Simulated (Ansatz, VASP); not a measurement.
## TiC in VASP and in Ansatz

```
CELL_PARAMETERS angstrom
0.00000 2.16572 2.16572
2.16572 0.00000 2.16572
2.16572 2.16572 0.00000
ATOMIC_POSITIONS crystal
Ti 0.00000 0.00000 0.00000
C 0.50000 0.50000 0.50000
```

The cell is a database's computed one.

Alike in both runs: task single point; functional PBEsol; k mesh 7 × 7 × 7; occupations fermi-dirac, width 0.03 eV; no spin polarisation.

```csv
,VASP,Ansatz
version,VASP 6.6.1,Ansatz 0.2.0
potentials or method,"VASP PAW PBE potentials, release 64 (Ti_sv, C), cutoff 520 eV","all-electron LAPW, scalar-relativistic"
```

```tsv
	VASP	Ansatz	Ansatz less VASP
gap on the k mesh at the Fermi level (eV)	none	none	-
pressure (GPa)	-6.4	-6.7	-0.31
```

A gap of «none» marks a metal or a gap that the smearing closes. Ansatz ran all-electron here, so the differences hold the error of VASP's frozen core and of both bases.

Caveats: the PAW data sets were made with another functional, which shifts forces and pressure a little (VASP); the k mesh is thin for a metal, which can move the energy by tens of meV per atom (Ansatz).
